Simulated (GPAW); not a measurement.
**Does Ga15NiP16 (GaP32 Ni1) carry moments in GPAW?**

Aim: find out whether Ga15NiP16 (GaP32 Ni1) carries moments when they start parallel, and what they gain.

Main program and level: GPAW 26.7.0; PBE; plane waves with GPAW's PAW setups, scalar-relativistic.

## Step 1: Starting point

Symmetry: P-42m, No. 111, tetragonal system. The conventional cell has a = 10.902 Å, b = 10.902 Å, c = 5.451 Å, α = 90.00°, β = 90.00°, γ = 90.00°. Ni has 4 P at 2.36 Å nearest. Nearest to P lie 3 Ga at 2.36 Å and 1 Ni at 2.36 Å. Nearest to Ga lie 4 P at 2.36 Å. P has 4 Ga at 2.36 Å nearest. Ga has 4 P at 2.36 Å nearest. Nearest to P lie 4 Ga at 2.36 Å. substitutional dopants on the host's lattice, its constants typed without a cited source, atoms not relaxed. Farther neighbours are not listed.

The cell is a made-up one and need not be a known phase.

## Step 2: Order 1, typed as ferro +

The parallel start comes first: it fits the smallest cell, keeps the most symmetry and shows whether parallel moments form.

The input, order1.py:

```python
import json
import numpy as np
from ase import Atoms
from ase.parallel import paropen, parprint
from gpaw import GPAW

atoms = Atoms(['Ni', 'P', 'Ga', 'P', 'Ga', 'P', 'Ga', 'P', 'Ga', 'P', 'Ga', 'P', 'Ga', 'P', 'Ga', 'P', 'Ga', 'P', 'Ga', 'P', 'Ga', 'P', 'Ga', 'P', 'Ga', 'P', 'Ga', 'P', 'Ga', 'P', 'Ga', 'P'],
    cell=[[10.902, 0.0, 0.0],
         [0.0, 10.902, 0.0],
         [0.0, 0.0, 5.451]],
    scaled_positions=[[0.0, 0.0, 0.0],
         [0.125, 0.125, 0.25],
         [0.0, 0.25, 0.5],
         [0.125, 0.375, 0.75],
         [0.25, 0.0, 0.5],
         [0.375, 0.125, 0.75],
         [0.25, 0.25, 0.0],
         [0.375, 0.375, 0.25],
         [0.0, 0.5, 0.0],
         [0.125, 0.625, 0.25],
         [0.0, 0.75, 0.5],
         [0.125, 0.875, 0.75],
         [0.25, 0.5, 0.5],
         [0.375, 0.625, 0.75],
         [0.25, 0.75, 0.0],
         [0.375, 0.875, 0.25],
         [0.5, 0.0, 0.0],
         [0.625, 0.125, 0.25],
         [0.5, 0.25, 0.5],
         [0.625, 0.375, 0.75],
         [0.75, 0.0, 0.5],
         [0.875, 0.125, 0.75],
         [0.75, 0.25, 0.0],
         [0.875, 0.375, 0.25],
         [0.5, 0.5, 0.0],
         [0.625, 0.625, 0.25],
         [0.5, 0.75, 0.5],
         [0.625, 0.875, 0.75],
         [0.75, 0.5, 0.5],
         [0.875, 0.625, 0.75],
         [0.75, 0.75, 0.0],
         [0.875, 0.875, 0.25]],
    pbc=True,
    magmoms=[2.0, 0.0, 0.0, 0.0, 0.0, 0.0, 0.0, 0.0, 0.0, 0.0, 0.0, 0.0, 0.0, 0.0, 0.0, 0.0, 0.0, 0.0, 0.0, 0.0, 0.0, 0.0, 0.0, 0.0, 0.0, 0.0, 0.0, 0.0, 0.0, 0.0, 0.0, 0.0])
atoms.calc = GPAW(mode={'name': 'pw', 'ecut': 450},
    xc='PBE',
    kpts={'size': (3, 3, 5), 'gamma': True},
    occupations={'name': 'fermi-dirac', 'width': 0.05},
    convergence={'density': 1e-05, 'energy': 1e-05},
    maxiter=200,
    mixer={'name': 'pulay', 'beta': 0.05, 'nmaxold': 6, 'weight': 50},
    symmetry={'tolerance': 1e-4},
    txt='order1.txt')
e = atoms.get_potential_energy(force_consistent=True)
res = {'free_energy': e, 'energy_sigma0': atoms.get_potential_energy(), 'fermi_energy': atoms.calc.get_fermi_level()}
res['moments'] = atoms.get_magnetic_moments().tolist()
res['total'] = atoms.get_magnetic_moment()
parprint('site moments (muB):', np.round(res['moments'], 3))
parprint(f"total moment: {res['total']:.3f} muB")
parprint(f'free energy: {e:.6f} eV')
atoms.calc.write('order1.gpw')
with paropen('results.json', 'w') as f:
    json.dump(res, f)
```

Started as:

```bash
$ OMP_NUM_THREADS=1 mpirun -n 4 gpaw python order1.py > order1.log
```

Numbers of over 12 decimals in the logs are rounded to 6 here.

What it wrote:

```text
site moments (muB): [1.114e+00 8.000e-02 1.100e-02 1.200e-02 1.100e-02 1.200e-02 6.000e-03
 1.300e-02 7.000e-03 1.200e-02 1.100e-02 8.000e-02 1.000e-03 1.300e-02
 6.000e-03 1.200e-02 7.000e-03 1.200e-02 1.000e-03 1.300e-02 1.100e-02
 8.000e-02 6.000e-03 1.200e-02 7.000e-03 1.300e-02 1.000e-03 1.200e-02
 1.000e-03 1.200e-02 6.000e-03 8.000e-02]
total moment: 2.501 muB
free energy: -147.197728 eV

--- order1.txt ---
Input parameters:
  mode=PW(ecut=450),
  convergence={'density': 1e-05, 'energy': 1e-05},
  kpts=MonkhorstPack(size=(3, 3, 5), gamma=True),
  maxiter=200,
  mixer=Pulay(name='pulay', nmaxold=6, beta=0.05, weight=50, sigma=0.015, g_ss=None),
  occupations=Occupations(name='fermi-dirac', width=0.05),
  symmetry=Symmetry(tolerance=0.0001),
  xc=XC(name='PBE')

Diagonalizing LCAO Hamiltonian
Converting LCAO to pw mode
        .--------------------------.
       /|                          |
      / |                          |
     /  |  P            P          |
    /   |      P             P     |
   /  Ga|           Ga             |
  /    P|        P   P         P   |
 *      .--Ga------------Ga--------.
 |     / P  P         P   P       /
 | Ga /      Ga Ga         Ga    /
 |   /        P            P    /
 |  /P  Ga        GP Ga        /
 | /      Ga           Ga     /
 |/                          /
 Ni-----------Ga------------*

Atoms  # Å, Bohr magnetons
|    | symbol |        x |        y |        z |    initial magnetic moments |
|----|--------|----------|----------|----------|-----------------------------|
|  0 |     Ni | 0.000000 | 0.000000 | 0.000000 | ( 0.0000,  0.0000,  2.0000) |
|  1 |      P | 1.362750 | 1.362750 | 1.362750 | ( 0.0000,  0.0000,  0.0000) |
|  2 |     Ga | 0.000000 | 2.725500 | 2.725500 | ( 0.0000,  0.0000,  0.0000) |
|  3 |      P | 1.362750 | 4.088250 | 4.088250 | ( 0.0000,  0.0000,  0.0000) |
|  4 |     Ga | 2.725500 | 0.000000 | 2.725500 | ( 0.0000,  0.0000,  0.0000) |
|  5 |      P | 4.088250 | 1.362750 | 4.088250 | ( 0.0000,  0.0000,  0.0000) |
|  6 |     Ga | 2.725500 | 2.725500 | 0.000000 | ( 0.0000,  0.0000,  0.0000) |
|  7 |      P | 4.088250 | 4.088250 | 1.362750 | ( 0.0000,  0.0000,  0.0000) |
|  8 |     Ga | 0.000000 | 5.451000 | 0.000000 | ( 0.0000,  0.0000,  0.0000) |
|  9 |      P | 1.362750 | 6.813750 | 1.362750 | ( 0.0000,  0.0000,  0.0000) |
| 10 |     Ga | 0.000000 | 8.176500 | 2.725500 | ( 0.0000,  0.0000,  0.0000) |
| 11 |      P | 1.362750 | 9.539250 | 4.088250 | ( 0.0000,  0.0000,  0.0000) |
| 12 |     Ga | 2.725500 | 5.451000 | 2.725500 | ( 0.0000,  0.0000,  0.0000) |
| 13 |      P | 4.088250 | 6.813750 | 4.088250 | ( 0.0000,  0.0000,  0.0000) |
| 14 |     Ga | 2.725500 | 8.176500 | 0.000000 | ( 0.0000,  0.0000,  0.0000) |
| 15 |      P | 4.088250 | 9.539250 | 1.362750 | ( 0.0000,  0.0000,  0.0000) |
| 16 |     Ga | 5.451000 | 0.000000 | 0.000000 | ( 0.0000,  0.0000,  0.0000) |
| 17 |      P | 6.813750 | 1.362750 | 1.362750 | ( 0.0000,  0.0000,  0.0000) |
| 18 |     Ga | 5.451000 | 2.725500 | 2.725500 | ( 0.0000,  0.0000,  0.0000) |
| 19 |      P | 6.813750 | 4.088250 | 4.088250 | ( 0.0000,  0.0000,  0.0000) |
| 20 |     Ga | 8.176500 | 0.000000 | 2.725500 | ( 0.0000,  0.0000,  0.0000) |
| 21 |      P | 9.539250 | 1.362750 | 4.088250 | ( 0.0000,  0.0000,  0.0000) |
| 22 |     Ga | 8.176500 | 2.725500 | 0.000000 | ( 0.0000,  0.0000,  0.0000) |
| 23 |      P | 9.539250 | 4.088250 | 1.362750 | ( 0.0000,  0.0000,  0.0000) |
| 24 |     Ga | 5.451000 | 5.451000 | 0.000000 | ( 0.0000,  0.0000,  0.0000) |
| 25 |      P | 6.813750 | 6.813750 | 1.362750 | ( 0.0000,  0.0000,  0.0000) |
| 26 |     Ga | 5.451000 | 8.176500 | 2.725500 | ( 0.0000,  0.0000,  0.0000) |
| 27 |      P | 6.813750 | 9.539250 | 4.088250 | ( 0.0000,  0.0000,  0.0000) |
| 28 |     Ga | 8.176500 | 5.451000 | 2.725500 | ( 0.0000,  0.0000,  0.0000) |
| 29 |      P | 9.539250 | 6.813750 | 4.088250 | ( 0.0000,  0.0000,  0.0000) |
| 30 |     Ga | 8.176500 | 8.176500 | 0.000000 | ( 0.0000,  0.0000,  0.0000) |
| 31 |      P | 9.539250 | 9.539250 | 1.362750 | ( 0.0000,  0.0000,  0.0000) |

Unit cell  # Å
| periodic |         x |         y |        z |   lengths |    angles |
|----------|-----------|-----------|----------|-----------|-----------|
|      yes | 10.902000 |  0.000000 | 0.000000 | 10.902000 | 90.000000 |
|      yes |  0.000000 | 10.902000 | 0.000000 | 10.902000 | 90.000000 |
|      yes |  0.000000 |  0.000000 | 5.451000 |  5.451000 | 90.000000 |

Number of symmetries: 8

BZ-sampling:
  Number of BZ points: 45
  Number of IBZ points: 9

  Monkhorst-Pack size: [3, 3, 5]
  Monkhorst-Pack shift: [0, 0, 0]

K-points  # in reciprocal-cell coordinates
|   |                                coordinates |     weight |
|---|--------------------------------------------|------------|
| 0 | (  0.00000000,   0.00000000,   0.00000000) | 0.02222222 |
| 1 | (  0.00000000,   0.00000000,   0.20000000) | 0.04444444 |
| 2 | (  0.00000000,   0.00000000,   0.40000000) | 0.04444444 |
| 3 | (  0.33333333,   0.00000000,   0.00000000) | 0.08888889 |
| 4 | (  0.33333333,   0.00000000,   0.20000000) | 0.17777778 |
| 5 | (  0.33333333,   0.00000000,   0.40000000) | 0.17777778 |
| 6 | (  0.33333333,   0.33333333,   0.00000000) | 0.08888889 |
| 7 | (  0.33333333,   0.33333333,   0.20000000) | 0.17777778 |
| 8 | (  0.33333333,   0.33333333,   0.40000000) | 0.17777778 |

Plane wave coefficients: 14089
Cutoff: 450.000000 eV

Spin-components: 2 (collinear spins)
Bands:           90
Projectors:      161
Spin-degeneracy: 1
Datatype:        complex128

Parallelization:
  kpt:    4
  domain: 1
  band:   1

Density:
  Valence electrons: 141.0
  Components: 2
  Grid points: [54 54 27]
  Charge: 0.0  # |e|

Potential:
  Grid points: [54 54 27]

species:
  Ni:
    name:    Nickel
    Z:       28.0
    valence: 16
    core:    12
    charge:  0.0  # [|e|]
    compensation charges:
      type: gauss
      rc: 0.36  # [Å]
      lmax: 2
    cutoffs:
      filter: 2.14  # [Å]
      core: 1.98  # [Å]
    projectors
    | kind |    occ | energy [eV] | rcut [Å] |
    |------|--------|-------------|----------|
    |   4s |  2.000 |      -5.642 |    1.164 |
    |   3p |  6.000 |     -71.394 |    1.207 |
    |   4p |  0.000 |      -1.226 |    1.207 |
    |   3d |  8.000 |      -8.875 |    1.138 |
    |    s |        |      21.570 |    1.164 |
    |    d |        |      18.337 |    1.138 |

    Using partial waves for Ni as LCAO basis

  P:
    name:    Phosphorus
    Z:       15.0
    valence: 5
    core:    10
    charge:  0.0  # [|e|]
    compensation charges:
      type: gauss
      rc: 0.30  # [Å]
      lmax: 2
    cutoffs:
      filter: 1.69  # [Å]
      core: 1.81  # [Å]
    projectors
    | kind |    occ | energy [eV] | rcut [Å] |
    |------|--------|-------------|----------|
    |   3s |  2.000 |     -13.968 |    0.953 |
    |   3p |  3.000 |      -5.506 |    0.953 |
    |    s |        |      13.244 |    0.953 |
    |    p |        |      21.705 |    0.953 |
    |    d |        |       0.000 |    0.953 |

    Using partial waves for P as LCAO basis

  Ga:
    name:    Gallium
    Z:       31.0
    valence: 3
    core:    28
    charge:  0.0  # [|e|]
    compensation charges:
      type: gauss
      rc: 0.37  # [Å]
      lmax: 2
    cutoffs:
      filter: 2.06  # [Å]
      core: 4.17  # [Å]
    projectors
    | kind |    occ | energy [eV] | rcut [Å] |
    |------|--------|-------------|----------|
    |   4s |  2.000 |      -8.945 |    1.164 |
    |   4p |  1.000 |      -2.580 |    1.164 |
    |    s |        |      18.266 |    1.164 |
    |    p |        |      24.631 |    1.164 |
    |    d |        |       0.000 |    1.164 |

    Using partial waves for Ga as LCAO basis

Reference energy: -983484.689921  # eV

eigensolver:
  PPCG
  Converge bands: occupied
  niter=2

density mixing:
  Pulay-Mixer
  Linear mixing parameters: 0.05
  Old densities: 6
  Fourier metric: weight=50, sigma=0.015

occupation numbers:
  Fermi-Dirac:
    width: 0.0500  # eV

poisson solver:
  ecut: 3600.000000  # eV

xc functional:
  name: PBE with 2 nearest neighbor stencil

convergence criteria:
- Maximum integral of absolute [dens]ity change: 1e-05 electrons / valence electron
- Maximum [total energy] change in last 3 cyles: 1e-05 eV / valence electron
- Maximum integral of absolute [eigenst]ate change: 4e-08 eV^2 / valence electron
maximum number of iterations: 200

SCF iterations
|iter     |      energy | eigst |  dens |  magmom |
|---------|-------------|-------|-------|---------|
|iter:   1|       0s | -149.691556 | +0.34 |       |  +2.0029|
|iter:   2|      15s | -148.948211 | -0.96 | -0.83 |  +1.9708|
|iter:   3|      30s | -148.445751 | -1.82 | -0.88 |  +2.0004|
|iter:   4|      44s | -147.130140 | -0.98 | -0.92 |  +2.2883|
|iter:   5|      59s | -147.079750 | -2.11 | -1.34 |  +2.2678|
|iter:   6|      74s | -147.232476 | -2.08 | -1.34 |  +2.4624|
|iter:   7|      89s | -147.196973 | -2.84 | -1.90 |  +2.4766|
|iter:   8|     103s | -147.175194 | -3.10 | -2.01 |  +2.4505|
|iter:   9|     118s | -147.177479 | -3.53 | -2.39 |  +2.4618|
|iter:  10|     133s | -147.175210 | -3.45 | -2.40 |  +2.4713|
|iter:  11|     148s | -147.175257 | -5.02 | -2.76 |  +2.4729|
|iter:  12|     163s | -147.175550c| -5.51 | -2.79 |  +2.4778|
|iter:  13|     178s | -147.175918c| -5.27 | -2.87 |  +2.4856|
|iter:  14|     193s | -147.176007c| -5.57 | -3.00 |  +2.4890|
|iter:  15|     207s | -147.176050c| -5.76 | -3.15 |  +2.4911|
|iter:  16|     222s | -147.176127c| -5.93 | -3.33 |  +2.4942|
|iter:  17|     236s | -147.176148c| -6.55 | -3.45 |  +2.4950|
|iter:  18|     251s | -147.176173c| -6.58 | -3.47 |  +2.4961|
|iter:  19|     266s | -147.176191c| -6.72 | -3.57 |  +2.4969|
|iter:  20|     281s | -147.176196c| -7.52c| -3.67 |  +2.4972|
|iter:  21|     295s | -147.176229c| -6.28 | -3.69 |  +2.4994|
|iter:  22|     309s | -147.176233c| -7.13 | -3.88 |  +2.4996|
|iter:  23|     323s | -147.176236c| -7.23 | -3.91 |  +2.4999|
|iter:  24|     331s | -147.176237c| -7.91c| -4.04 |  +2.5000|
|iter:  25|     345s | -147.176246c| -6.86 | -4.08 |  +2.5008|
|iter:  26|     353s | -147.176245c| -7.98c| -4.58 |  +2.5008|
|iter:  27|     365s | -147.176246c| -7.83c| -4.61 |  +2.5011|
|iter:  28|     372s | -147.176247c| -7.85c| -4.84 |  +2.5011|
|iter:  29|     380s | -147.176246c| -8.52c| -4.97 |  +2.5011|
|iter:  30|     387s | -147.176246c| -8.47c| -5.15c|  +2.5011|

Converged in 30 steps
Energy contributions relative to reference atoms: (reference = -983484.689921)

Energy contributions:
  Kinetic:         369.517700
  Coulomb:        -325.215631
  Zero:              0.311834
  External:          0.000000
  Xc:             -191.768668
  Entropy:          -0.042963
  Spinorbit:         0.000000
  ----------------------------
  Free energy:    -147.197728
  Extrapolated:   -147.176246

dipole moment: (-105.644251, -105.644251, -108.379713)  # |e|*Ang

Total magnetic moment: (0.000000, 0.000000, 2.501115)

Local magnetic moments
|        x |        y |        z |
|----------|----------|----------|
| 0.000000 | 0.000000 | 1.113589 |  # Ni   0
| 0.000000 | 0.000000 | 0.080333 |  # P    1
| 0.000000 | 0.000000 | 0.010995 |  # Ga   2
| 0.000000 | 0.000000 | 0.012484 |  # P    3
| 0.000000 | 0.000000 | 0.010995 |  # Ga   4
| 0.000000 | 0.000000 | 0.012484 |  # P    5
| 0.000000 | 0.000000 | 0.005651 |  # Ga   6
| 0.000000 | 0.000000 | 0.012765 |  # P    7
| 0.000000 | 0.000000 | 0.006942 |  # Ga   8
| 0.000000 | 0.000000 | 0.012484 |  # P    9
| 0.000000 | 0.000000 | 0.010995 |  # Ga  10
| 0.000000 | 0.000000 | 0.080333 |  # P   11
| 0.000000 | 0.000000 | 0.000524 |  # Ga  12
| 0.000000 | 0.000000 | 0.012765 |  # P   13
| 0.000000 | 0.000000 | 0.005651 |  # Ga  14
| 0.000000 | 0.000000 | 0.012484 |  # P   15
[...]
| 0.000000 | 0.000000 | 0.005651 |  # Ga  22
| 0.000000 | 0.000000 | 0.012484 |  # P   23
| 0.000000 | 0.000000 | 0.006605 |  # Ga  24
| 0.000000 | 0.000000 | 0.012765 |  # P   25
| 0.000000 | 0.000000 | 0.000524 |  # Ga  26
| 0.000000 | 0.000000 | 0.012484 |  # P   27
| 0.000000 | 0.000000 | 0.000524 |  # Ga  28
| 0.000000 | 0.000000 | 0.012484 |  # P   29
| 0.000000 | 0.000000 | 0.005651 |  # Ga  30
| 0.000000 | 0.000000 | 0.080333 |  # P   31

Fermi level: 4.994
Eigenvalues  # (at kpt = [0.000, 0.000, 0.000])
| band index |      eig [eV] | occ [0-1] |      eig [eV] | occ [0-1] |
|------------|---------------|-----------|---------------|-----------|
|          0 |       -59.463 |     1.000 |       -58.195 |     1.000 |
|        ... |               |           |               |           |
|         61 |         3.276 |     1.000 |         3.486 |     1.000 |
|         62 |         3.353 |     1.000 |         3.486 |     1.000 |
|         63 |         3.353 |     1.000 |         3.657 |     1.000 |
|         64 |         3.648 |     1.000 |         3.697 |     1.000 |
|         65 |         3.830 |     1.000 |         4.019 |     1.000 |
|         66 |         3.833 |     1.000 |         4.243 |     1.000 |
|         67 |         4.089 |     1.000 |         4.374 |     1.000 |
|         68 |         4.089 |     1.000 |         4.374 |     1.000 |
|         69 |         5.110 |     0.089 |         5.457 |     0.000 |
|         70 |         5.144 |     0.047 |         5.532 |     0.000 |
|         71 |         5.144 |     0.047 |         5.532 |     0.000 |
|         72 |         6.621 |     0.000 |         6.665 |     0.000 |
|         73 |         6.621 |     0.000 |         6.665 |     0.000 |
|         74 |         6.638 |     0.000 |         6.689 |     0.000 |
|         75 |         6.717 |     0.000 |         6.758 |     0.000 |
|         76 |         6.799 |     0.000 |         6.828 |     0.000 |
|        ... |               |           |               |           |
|         89 |         8.720 |     0.000 |         8.761 |     0.000 |

No gap
No difference between direct/indirect transitions
```

The job ended after 6.8 min (4 MPI ranks of Arm Neoverse V2, shared host; peak memory 2 GiB).

Spin moment in the augmentation sphere by element, in μB:

```csv
element,atoms,mean,spread (r.m.s.),least,largest
Ni,1,1.11,0.00,1.11,1.11
P,16,0.03,0.03,0.01,0.08
Ga,15,0.01,0.00,0.00,0.01
```

The atoms farthest from the mean of their element:

```csv
atom,"x, y, z (Å)",spin moment in the augmentation sphere (μB)
P2,"1.36, 1.36, 1.36",0.08
P12,"1.36, 9.54, 4.09",0.08
P32,"9.54, 9.54, 1.36",0.08
P22,"9.54, 1.36, 4.09",0.08
P10,"1.36, 6.81, 1.36",0.01
P16,"4.09, 9.54, 1.36",0.01
P6,"4.09, 1.36, 4.09",0.01
P4,"1.36, 4.09, 4.09",0.01
```

Read from the output:

* magnetization: 2.501 μB
* final state: ferromagnetic

After 30 cycles the largest moment stands at 1.11 μB.

(Part 1 of 2 ends here.)

[Logs and program files are shortened in this print: banners, set-up blocks, solver, clock and traceback lines can be left out without a mark of their own.]

[Logs are printed without paths, hosts, clocks, repeated set-up lines and the standing remarks that a program may print on its own settings, such as how far it seeks lower states.]

[Hosts, paths, dates, database ids (printed as entryN), source tags and the programs' standing remarks are cut or masked in the printed files.]

[Where a cell is said to come from a database of computed structures, the database is the Materials Project.]
